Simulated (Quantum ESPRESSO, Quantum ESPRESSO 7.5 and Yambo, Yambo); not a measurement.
# A GW chain in Yambo: GaAs (F-43m)

How does a plane-wave GW calculation on GaAs (F-43m) run from the first input to the gap?

Main program and level: Quantum ESPRESSO 7.5 and Yambo 5.3.0; PBE and many-body steps on it, plane waves.

**The experiments to reproduce.**

- Gap 1.51 eV: band-edge emission energy from PL (direct gap at Gamma); photoluminescence, 633 nm excitation; 77 K; bulk crystal (MBE GaAs matrix around a thin InAs wetting layer on semi-insulating GaAs (100)) (“Photoluminescence of InAs/GaAs quantum dots under direct two-photon excitation”, 2020, pmc:7331710).

- Gap 1.42 eV: band-edge photoluminescence emission energy of the GaAs substrate; time-integrated photoluminescence; 300 K; bulk crystal ((001) GaAs substrate beneath GaBiAs epilayers) (“Investigation of the anisotropic electron g factor as a probe of the electronic structure of GaBixAs1-x/GaAs epilayers”, 2014, arxiv:1409.8467).

- Gap 1.418 ± 0.005 eV: direct gap E0 at Gamma from PR; modulated photoreflectance, low-field lineshape fit; 300 K; bulk crystal (semi-insulating GaAs(001) reference substrate) (“Evidence of valence band perturbations in GaAsN/GaAs(001): A combined variable-angle spectroscopic ellipsometry and modulated photoreflectance investigation”, 2008, arxiv:0805.2212).

- Gap 1.412 ± 0.01 eV: direct gap E0 at Gamma from ellipsometry; variable-angle spectroscopic ellipsometry, parametric critical-point fit; 300 K; bulk crystal (semi-insulating GaAs(001) reference substrate with native oxide) (“Evidence of valence band perturbations in GaAsN/GaAs(001): A combined variable-angle spectroscopic ellipsometry and modulated photoreflectance investigation”, 2008, arxiv:0805.2212).

## 1. Set-up

It takes space group F-43m (No. 216, cubic). Conventional cell: a = 5.654 Å, b = 5.654 Å, c = 5.654 Å, α = 90.00°, β = 90.00°, γ = 90.00°. Nearest to Ga lie 4 As at 2.45 Å. As has 4 Ga at 2.45 Å nearest. Farther neighbours are not listed.

The cell and positions come from the Crystallography Open Database and are kept as given unless a step says otherwise.

## 2. Ground state

This step: Quantum ESPRESSO 7.5; DFT, PBE, plane waves, norm-conserving pseudopotentials.

The ground-state density comes first.

pw.in reads:

```
&control
  calculation = 'scf'
  prefix = 'x'
  outdir = 'o'
  pseudo_dir = 'pseudo'
/
&system
  ibrav = 0
  nat = 2
  ntyp = 2
  ecutwfc = 104.0
  nbnd = 27
  force_symmorphic = .true.
/
&electrons
  conv_thr = 1e-10
  electron_maxstep = 80
  mixing_beta = 0.5
/
ATOMIC_SPECIES
  Ga 69.723 Ga.upf
  As 74.922 As.upf
CELL_PARAMETERS angstrom
  0.0000000000 2.8268500000 2.8268500000
  2.8268500000 0.0000000000 2.8268500000
  2.8268500000 2.8268500000 0.0000000000
ATOMIC_POSITIONS crystal
  Ga 0.0000000000 0.0000000000 0.0000000000
  As 0.2500000000 0.2500000000 0.2500000000
K_POINTS automatic
  6 6 6 0 0 0
```

Run with:

```console
$ OMP_NUM_THREADS=1 mpirun -n 4 pw.x -nk 4 -in pw.in > pw.out
```

The log of the run:

```text
Program PWSCF v.7.5 starts

     This program is part of the open-source Quantum ESPRESSO suite
     for quantum simulation of materials; please cite
         "P. Giannozzi et al., J. Phys.:Condens. Matter 21 395502 (2009);
         "P. Giannozzi et al., J. Phys.:Condens. Matter 29 465901 (2017);
         "P. Giannozzi et al., J. Chem. Phys. 152 154105 (2020);
     in publications or presentations arising from this work. More details at
     Message from routine setup:
     using ibrav=0 with symmetry is DISCOURAGED, use correct ibrav instead

     G-vector sticks info

     bravais-lattice index     =            0
     lattice parameter (alat)  =       7.5547  a.u.
     unit-cell volume          =     304.8842 (a.u.)^3
     number of atoms/cell      =            2
     number of atomic types    =            2
     number of electrons       =        44.00
     number of Kohn-Sham states=           27
     kinetic-energy cutoff     =     104.0000  Ry
     charge density cutoff     =     416.0000  Ry
     scf convergence threshold =      1.0E-10
     mixing beta               =       0.5000
     number of iterations used =            8  plain     mixing
     Exchange-correlation= PBE
                           (   1   4   3   4   0   0   0)

     celldm(1)=   7.554690  celldm(2)=   0.000000  celldm(3)=   0.000000
     celldm(4)=   0.000000  celldm(5)=   0.000000  celldm(6)=   0.000000

     crystal axes: (cart. coord. in units of alat)
               a(1) = (   0.000000   0.707107   0.707107 )
               a(2) = (   0.707107   0.000000   0.707107 )
               a(3) = (   0.707107   0.707107   0.000000 )

     reciprocal axes: (cart. coord. in units 2 pi/alat)
               b(1) = ( -0.707107  0.707107  0.707107 )
               b(2) = (  0.707107 -0.707107  0.707107 )
               b(3) = (  0.707107  0.707107 -0.707107 )
     Pseudo is Norm-conserving + core correction, Zval = 21.0
     Generated using ONCVPSP code by D. R. Hamann
     Using radial grid of 1902 points,  6 beta functions with:
     Pseudo is Norm-conserving + core correction, Zval = 23.0
     Generated using ONCVPSP code by D. R. Hamann
     Using radial grid of 1358 points,  6 beta functions with:
     Ga               21.00    69.72300     Ga( 1.00)
     As               23.00    74.92200     As( 1.00)

     24 Sym. Ops. (no inversion) found

   Cartesian axes

     site n.     atom                  positions (alat units)
         1        Ga     tau(   1) = (   0.0000000   0.0000000   0.0000000  )
         2        As     tau(   2) = (   0.3535534   0.3535534   0.3535534  )

     number of k points=    16
                       cart. coord. in units 2pi/alat
        k(    1) = (   0.0000000   0.0000000   0.0000000), wk =   0.0092593
        k(    2) = (   0.1178511   0.1178511  -0.1178511), wk =   0.0740741
        k(    3) = (   0.2357023   0.2357023  -0.2357023), wk =   0.0740741
        k(    4) = (  -0.3535534  -0.3535534   0.3535534), wk =   0.0370370
        k(    5) = (   0.2357023   0.0000000  -0.0000000), wk =   0.0555556
        k(    6) = (   0.3535534   0.1178511  -0.1178511), wk =   0.2222222
        k(    7) = (  -0.2357023  -0.4714045   0.4714045), wk =   0.2222222
        k(    8) = (  -0.1178511  -0.3535534   0.3535534), wk =   0.2222222
        k(    9) = (   0.0000000  -0.2357023   0.2357023), wk =   0.1111111
        k(   10) = (   0.4714045   0.0000000  -0.0000000), wk =   0.0555556
     [... 4 further rows ...]
        k(   15) = (  -0.1178511  -0.3535534   0.5892557), wk =   0.2222222
        k(   16) = (  -0.7071068   0.2357023   0.0000000), wk =   0.1111111

     Dense  grid:    43655 G-vectors     FFT dimensions: (  50,  50,  50)

     Initial potential from superposition of free atoms

     starting charge      43.9971, renormalised to      44.0000
     Starting wfcs are   26 randomized atomic wfcs +    1 random wfcs

     per-process dynamical memory:    37.3 Mb

     Self-consistent Calculation

     iteration #  1     ecut=   104.00 Ry     beta= 0.50

     Threshold (ethr) on eigenvalues was too large:
     Diagonalizing with lowered threshold

     total energy              =   -1107.20737927 Ry
     estimated scf accuracy    <       0.05039095 Ry

     iteration #  2     ecut=   104.00 Ry     beta= 0.50

     total energy              =   -1107.21379174 Ry
     estimated scf accuracy    <       0.00645506 Ry

     iteration #  3     ecut=   104.00 Ry     beta= 0.50

     total energy              =   -1107.21415456 Ry
     estimated scf accuracy    <       0.00109571 Ry

     iteration #  4     ecut=   104.00 Ry     beta= 0.50

     total energy              =   -1107.21420482 Ry
     estimated scf accuracy    <       0.00002493 Ry

     iteration #  5     ecut=   104.00 Ry     beta= 0.50

     total energy              =   -1107.21420988 Ry
     estimated scf accuracy    <       0.00000170 Ry

     iteration #  6     ecut=   104.00 Ry     beta= 0.50

     total energy              =   -1107.21421028 Ry
     estimated scf accuracy    <       0.00000013 Ry

     iteration #  7     ecut=   104.00 Ry     beta= 0.50

     total energy              =   -1107.21421032 Ry
     estimated scf accuracy    <       0.00000003 Ry

     iteration #  8     ecut=   104.00 Ry     beta= 0.50

     total energy              =   -1107.21421032 Ry
     estimated scf accuracy    <          8.6E-10 Ry

     iteration #  9     ecut=   104.00 Ry     beta= 0.50

     total energy              =   -1107.21421032 Ry
     estimated scf accuracy    <          2.5E-10 Ry

     iteration # 10     ecut=   104.00 Ry     beta= 0.50

     End of self-consistent calculation

          k = 0.0000 0.0000 0.0000 (  5577 PWs)   bands (ev):

  -174.9302-133.8474-118.3121-118.3121-118.3121 -84.5719 -84.5719 -84.5719
   -25.3230 -25.3230 -25.3230 -25.3139 -25.3139  -4.9669  -4.9669  -4.9669
    -4.8900  -4.8900  -2.8986   9.8275   9.8275   9.8275  10.3456  13.5642
    13.5642  13.5642  17.4293

          k = 0.1179 0.1179-0.1179 (  5468 PWs)   bands (ev):

  -174.9302-133.8474-118.3121-118.3121-118.3121 -84.5717 -84.5717 -84.5717
   -25.3229 -25.3227 -25.3227 -25.3138 -25.3138  -4.9893  -4.9604  -4.9604
    -4.8897  -4.8897  -2.5782   7.1174   9.4474   9.4474  11.4632  14.1115
    14.1115  14.5145  18.7830

          k = 0.2357 0.2357-0.2357 (  5450 PWs)   bands (ev):

  -174.9302-133.8474-118.3121-118.3121-118.3121 -84.5717 -84.5717 -84.5717
   -25.3228 -25.3223 -25.3223 -25.3137 -25.3137  -5.0291  -4.9506  -4.9506
    -4.8878  -4.8878  -1.7513   4.4525   8.9016   8.9016  11.0469  14.5309
    14.5309  17.0827  18.6033

          k =-0.3536-0.3536 0.3536 (  5444 PWs)   bands (ev):

     [... further k-points ...]

     highest occupied, lowest unoccupied level (ev):     9.8275   10.3456

!    total energy              =   -1107.21421032 Ry
     estimated scf accuracy    <          3.5E-12 Ry

     The total energy is the sum of the following terms:
     one-electron contribution =    -990.29940325 Ry
     hartree contribution      =     478.90442036 Ry
     xc contribution           =    -107.04971776 Ry
     ewald contribution        =    -488.76950967 Ry

     convergence has been achieved in  10 iterations

     XML data file, charge density, pseudopotentials, collected wavefunctions

=------------------------------------------------------------------------------=
   JOB DONE.
=------------------------------------------------------------------------------=
```

Wall time 13 s (4 MPI ranks of Arm Neoverse V1, shared host); peak memory 0.34 GiB; 51 s of CPU time.

This step gave:

```
total energy               : -15064.4168 eV
gap                        : 0.5181 eV
k of the valence top       : 0, 0, 0
k of the conduction bottom : 0, 0, 0
least direct gap           : 0.5181 eV
```

The gap is direct, at Γ.

## 3. Bands along the symmetry lines

The cheap functional maps the bands first; the places of the edges decide which points the dearer methods must see.

pw.in reads:

```
&control
  calculation = 'bands'
  prefix = 'x'
  outdir = 'o'
  pseudo_dir = 'pseudo'
/
&system
  ibrav = 0
  nat = 2
  ntyp = 2
  ecutwfc = 104.0
  nbnd = 28
  force_symmorphic = .true.
/
&electrons
  conv_thr = 1e-9
  electron_maxstep = 80
  diago_full_acc = .true.
  diago_thr_init = 5e-6
/
ATOMIC_SPECIES
  Ga 69.723 Ga.upf
  As 74.922 As.upf
CELL_PARAMETERS angstrom
  0.0000000000 2.8268500000 2.8268500000
  2.8268500000 0.0000000000 2.8268500000
  2.8268500000 2.8268500000 0.0000000000
ATOMIC_POSITIONS crystal
  Ga 0.0000000000 0.0000000000 0.0000000000
  As 0.2500000000 0.2500000000 0.2500000000
K_POINTS crystal
  50
  0.00000000 0.00000000 0.00000000 1
  -0.06250000 -0.06250000 0.00000000 1
  -0.12500000 -0.12500000 0.00000000 1
  -0.18750000 -0.18750000 0.00000000 1
  -0.25000000 -0.25000000 0.00000000 1
  -0.31250000 -0.31250000 0.00000000 1
  -0.37500000 -0.37500000 0.00000000 1
  -0.43750000 -0.43750000 0.00000000 1
  -0.50000000 -0.50000000 0.00000000 1
  -0.48437500 -0.48437500 0.03125000 1
  -0.46875000 -0.46875000 0.06250000 1
  -0.45312500 -0.45312500 0.09375000 1
  -0.43750000 -0.43750000 0.12500000 1
  -0.42187500 -0.42187500 0.15625000 1
  -0.40625000 -0.40625000 0.18750000 1
  -0.39062500 -0.39062500 0.21875000 1
  -0.37500000 -0.37500000 0.25000000 1
  -0.37500000 0.00000000 0.37500000 1
  -0.32812500 0.00000000 0.32812500 1
  -0.28125000 0.00000000 0.28125000 1
  -0.23437500 0.00000000 0.23437500 1
  -0.18750000 0.00000000 0.18750000 1
  -0.14062500 0.00000000 0.14062500 1
  -0.09375000 0.00000000 0.09375000 1
  -0.04687500 0.00000000 0.04687500 1
  0.00000000 0.00000000 0.00000000 1
  0.00000000 0.00000000 0.06250000 1
  0.00000000 0.00000000 0.12500000 1
  0.00000000 0.00000000 0.18750000 1
  0.00000000 0.00000000 0.25000000 1
  0.00000000 0.00000000 0.31250000 1
  0.00000000 0.00000000 0.37500000 1
  0.00000000 0.00000000 0.43750000 1
  -0.00000000 -0.00000000 0.50000000 1
  -0.06250000 -0.03125000 0.46875000 1
  -0.12500000 -0.06250000 0.43750000 1
  -0.18750000 -0.09375000 0.40625000 1
  -0.25000000 -0.12500000 0.37500000 1
  -0.31250000 -0.15625000 0.34375000 1
  -0.37500000 -0.18750000 0.31250000 1
  -0.43750000 -0.21875000 0.28125000 1
  -0.50000000 -0.25000000 0.25000000 1
  -0.50000000 -0.28125000 0.21875000 1
  -0.50000000 -0.31250000 0.18750000 1
  -0.50000000 -0.34375000 0.15625000 1
  -0.50000000 -0.37500000 0.12500000 1
  -0.50000000 -0.40625000 0.09375000 1
  -0.50000000 -0.43750000 0.06250000 1
  -0.50000000 -0.46875000 0.03125000 1
  -0.50000000 -0.50000000 0.00000000 1
```

The log of the run:

```text
[banner, memory and clock lines left out]
Program PWSCF v.7.5 starts

     Atomic positions and unit cell read from directory:
     o/x.save/

     Message from routine setup:
     using ibrav=0 with symmetry is DISCOURAGED, use correct ibrav instead

     G-vector sticks info

     bravais-lattice index     =            0
     lattice parameter (alat)  =       7.5547  a.u.
     unit-cell volume          =     304.8842 (a.u.)^3
     number of atoms/cell      =            2
     number of atomic types    =            2
     number of electrons       =        44.00
     number of Kohn-Sham states=           28
     kinetic-energy cutoff     =     104.0000  Ry
     charge density cutoff     =     416.0000  Ry
     Exchange-correlation= PBE
                           (   1   4   3   4   0   0   0)

     celldm(1)=   7.554690  celldm(2)=   0.000000  celldm(3)=   0.000000
     celldm(4)=   0.000000  celldm(5)=   0.000000  celldm(6)=   0.000000

     crystal axes: (cart. coord. in units of alat)
               a(1) = (   0.000000   0.707107   0.707107 )
               a(2) = (   0.707107   0.000000   0.707107 )
               a(3) = (   0.707107   0.707107   0.000000 )

     reciprocal axes: (cart. coord. in units 2 pi/alat)
               b(1) = ( -0.707107  0.707107  0.707107 )
               b(2) = (  0.707107 -0.707107  0.707107 )
               b(3) = (  0.707107  0.707107 -0.707107 )
     Pseudo is Norm-conserving + core correction, Zval = 21.0
     Generated using ONCVPSP code by D. R. Hamann
     Using radial grid of 1902 points,  6 beta functions with:
     Pseudo is Norm-conserving + core correction, Zval = 23.0
     Generated using ONCVPSP code by D. R. Hamann
     Using radial grid of 1358 points,  6 beta functions with:
     Ga               21.00    69.72300     Ga( 1.00)
     As               23.00    74.92200     As( 1.00)

     24 Sym. Ops. (no inversion) found

   Cartesian axes

     site n.     atom                  positions (alat units)
         1        Ga     tau(   1) = (   0.0000000   0.0000000   0.0000000  )
         2        As     tau(   2) = (   0.3535534   0.3535534   0.3535534  )

     number of k points=    50
                       cart. coord. in units 2pi/alat
        k(    1) = (   0.0000000   0.0000000   0.0000000), wk =   0.0400000
        k(    2) = (   0.0000000   0.0000000  -0.0883883), wk =   0.0400000
        k(    3) = (   0.0000000   0.0000000  -0.1767767), wk =   0.0400000
[...]
[... 38 further rows ...]
        k(   49) = (   0.0441942  -0.0000000  -0.7071068), wk =   0.0400000
        k(   50) = (   0.0000000   0.0000000  -0.7071068), wk =   0.0400000

     Dense  grid:    43655 G-vectors     FFT dimensions: (  50,  50,  50)

     The potential is recalculated from file :
     o/x.save/charge-density

     Starting wfcs are   26 randomized atomic wfcs +    2 random wfcs

     Band Structure Calculation

     End of band structure calculation

          k = 0.0000 0.0000 0.0000 (  5577 PWs)   bands (ev):

  -174.9302-133.8474-118.3121-118.3121-118.3121 -84.5719 -84.5719 -84.5719
   -25.3230 -25.3230 -25.3230 -25.3139 -25.3139  -4.9669  -4.9669  -4.9669
    -4.8900  -4.8900  -2.8986   9.8275   9.8275   9.8275  10.3456  13.5642
    13.5642  13.5642  17.4293  19.9896

          k = 0.0000 0.0000-0.0884 (  5493 PWs)   bands (ev):

  -174.9302-133.8473-118.3121-118.3121-118.3121 -84.5718 -84.5718 -84.5716
   -25.3230 -25.3229 -25.3229 -25.3139 -25.3139  -4.9724  -4.9645  -4.9645
[...]
13.8379  13.8379  17.7842  19.1099

          k = 0.0000 0.0000-0.1768 (  5481 PWs)   bands (ev):

  -174.9302-133.8473-118.3121-118.3121-118.3121 -84.5717 -84.5717 -84.5717
[...]
14.5248  14.5248  17.8744  18.7335

          k =-0.0000 0.0000-0.2652 (  5457 PWs)   bands (ev):

[...]
k = 0.0000 0.0000-0.3536 (  5457 PWs)   bands (ev):

[...]
k = 0.0000-0.0000-0.4419 (  5465 PWs)   bands (ev):

[...]
k =-0.0000 0.0000-0.5303 (  5482 PWs)   bands (ev):

[...]
k = 0.0000-0.0000-0.6187 (  5458 PWs)   bands (ev):

[...]
k = 0.5303-0.0000-0.5303 (  5452 PWs)   bands (ev):

[...]
k = 0.0000 0.0000 0.0000 (  5577 PWs)   bands (ev):

[...]
k = 0.1326 0.0000-0.7071 (  5460 PWs)   bands (ev):

[...]
k = 0.0884-0.0000-0.7071 (  5456 PWs)   bands (ev):

[...]
k = 0.0442-0.0000-0.7071 (  5458 PWs)   bands (ev):

  -174.9302-133.8473-118.3121-118.3121-118.3121 -84.5718 -84.5717 -84.5717
[...]
19.8360  19.8531  20.8126  22.7122

          k = 0.0000 0.0000-0.7071 (  5434 PWs)   bands (ev):

  -174.9302-133.8473-118.3121-118.3121-118.3121 -84.5717 -84.5717 -84.5717
   -25.3239 -25.3212 -25.3212 -25.3144 -25.3129  -5.0786  -4.9169  -4.9169
    -4.9153  -4.8771  -0.3967   3.0132   7.1516   7.1516  11.2971  11.4903
    20.0046  20.0046  20.8150  23.1525

     XML data file, pseudopotentials, collected wavefunctions
```

Wall time 7.8 s (4 MPI ranks); peak memory 0.27 GiB; 31 s of CPU time.

This step gave:

* gap: 0.5181 eV
* k of the valence top: 0, 0, 0
* k of the conduction bottom: 0, 0, 0
* least direct gap: 0.5181 eV

The gap is 0.518 eV, as in the run before at this level.

The electronic bands at the labelled points (eV, zero at the top of the highest filled band):

```csv
point,band 19,band 20,band 21,band 22,band 23,band 24,band 25,band 26
Γ,-12.73,0.00,0.00,0.00,0.52,3.74,3.74,3.74
halfway,-11.80,-4.09,-1.69,-1.69,1.99,3.27,6.62,6.62
X,-10.22,-6.81,-2.68,-2.68,1.47,1.66,10.18,10.18
halfway,-10.21,-6.77,-3.20,-2.57,1.66,2.57,9.21,9.42
U,-10.26,-6.63,-3.86,-2.26,1.97,4.64,7.96,8.07
jump to K,-10.26,-6.63,-3.86,-2.26,1.97,4.64,7.96,8.07
halfway,-11.71,-4.56,-2.44,-0.68,2.69,4.77,4.81,5.65
Γ,-12.73,0.00,0.00,0.00,0.52,3.74,3.74,3.74
halfway,-12.03,-4.14,-0.68,-0.68,1.45,4.60,4.60,5.96
L,-10.96,-6.63,-1.14,-1.14,1.00,4.64,4.64,7.76
halfway,-10.62,-6.48,-3.22,-1.94,3.03,4.17,6.35,7.70
W,-10.17,-6.63,-3.53,-3.34,4.62,4.73,5.42,6.05
halfway,-10.20,-6.73,-3.14,-3.04,2.56,2.76,8.15,8.36
X,-10.22,-6.81,-2.68,-2.68,1.47,1.66,10.18,10.18
```

The electronic bands as a text plot (rows in eV, shown from -8.0 to 6.5 only):

```
    6.2 |                  +++              +         ++ +++
    5.6 |    +              +++++++                  +  ++++
    5.0 |                       +  ++      +      +++    ++
    4.4 |  ++             +      ++      +++++++++++++++++++
    3.8 |++              +         ++++++++             +   +
    3.2 |  +++++        +                             ++
    2.6 |  +++  +++    +    +++++++                  +       ++
    2.0 |     ++   ++ + ++++       ++               +         +++
    1.4 | +     ++++++++             +  ++++++++  ++            +
    0.8 |+                            ++        ++
    0.2 |*                           ****
   -0.4 | ***                   ******   ****
   -1.0 | *  *                **   ***  *    *******
   -1.6 |     **           ***   **               *****
   -2.3 |  **   ***     ***     *  **    **         *  *
   -2.9 |    *     *****      **           *         *  **   ****
   -3.5 |              ***  **   **                   *******
   -4.1 |     **          **                *
   -4.7 |                       *
   -5.3 |       **            **             **
   -5.9 |         *         **                 *
   -6.5 |          **  *****                    ****************
   -7.1 |            **                                         *
   -7.7 |
         Γ           X  U|K            Γ         L        W     X
```

(Part 1 of 3 ends here.)

[Paths, hosts, dates, memory and timing lines, banners, echoed tables and standing remarks are left out of the program output.]

[Logs are printed without paths, hosts, clocks, repeated set-up lines and the standing remarks that a program may print on its own settings, such as how far it seeks lower states.]

[Runs of the session that timed out or met a known fault of the program may be left out.]

[Hosts, paths, dates, database ids (printed as entryN), source tags and the programs' standing remarks are cut or masked in the printed files.]
